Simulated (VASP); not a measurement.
Here is a VASP 6.6.1 calculation.

Contents of POSCAR:

```
CdO
1.0
    0.0000000000      2.3495000000      2.3495000000
    2.3495000000      0.0000000000      2.3495000000
    2.3495000000      2.3495000000      0.0000000000
Cd O
1 1
Direct
    0.0000000000      0.0000000000      0.0000000000
    0.5000000000      0.5000000000      0.5000000000
```

File INCAR.step1:

```
SYSTEM = CdO
  ALGO = Fast
  EDIFF = 1E-8
  EDIFFG = -0.002
  ENCUT = 600
  GGA = 91
  IBRION = 2
  ISIF = 3
  ISMEAR = 0
  IVDW = 12
  LASPH = .TRUE.
  LCHARG = .FALSE.
  LREAL = .FALSE.
  LWAVE = .FALSE.
  NELM = 100
  NSW = 40
  PREC = Accurate
  SIGMA = 0.1
  VDW_A1 = 0.6319
  VDW_A2 = 4.5718
  VDW_S6 = 1.0
  VDW_S8 = 1.9598
```

File INCAR.step2:

```
SYSTEM = CdO
  ALGO = Fast
  EDIFF = 1E-8
  ENCUT = 600
  GGA = 91
  IBRION = 6
  ISIF = 2
  ISMEAR = 0
  IVDW = 12
  LASPH = .TRUE.
  LCHARG = .FALSE.
  LREAL = .FALSE.
  LWAVE = .FALSE.
  NELM = 100
  NFREE = 2
  NSW = 1
  POTIM = 0.015
  PREC = Accurate
  SIGMA = 0.1
  VDW_A1 = 0.6319
  VDW_A2 = 4.5718
  VDW_S6 = 1.0
  VDW_S8 = 1.9598
```

KPOINTS

```
k-points
0
G
  7 7 7
  0 0 0
```

Potentials or basis: VASP PAW PBE potentials, release 64 (Cd, O).

Command:

```sh
$ cat potpaw_PBE.64/Cd/POTCAR potpaw_PBE.64/O/POTCAR > POTCAR
$ cp INCAR.step1 INCAR
$ mpirun -np 1 vasp_std > vasp.out
$ cp CONTCAR POSCAR
$ cp INCAR.step2 INCAR
$ mpirun -np 1 vasp_std > vasp.out
```

(1) Predict the highest phonon frequency at Γ, LO-TO splitting left out.

(2) What does it give for the dispersion energy per atom?

(3) Estimate the space group after relaxing (to 0.05 Å).

Answers

(1) 253 cm⁻¹.

(2) -0.198 eV.

(3) Fm-3m (No. 225).
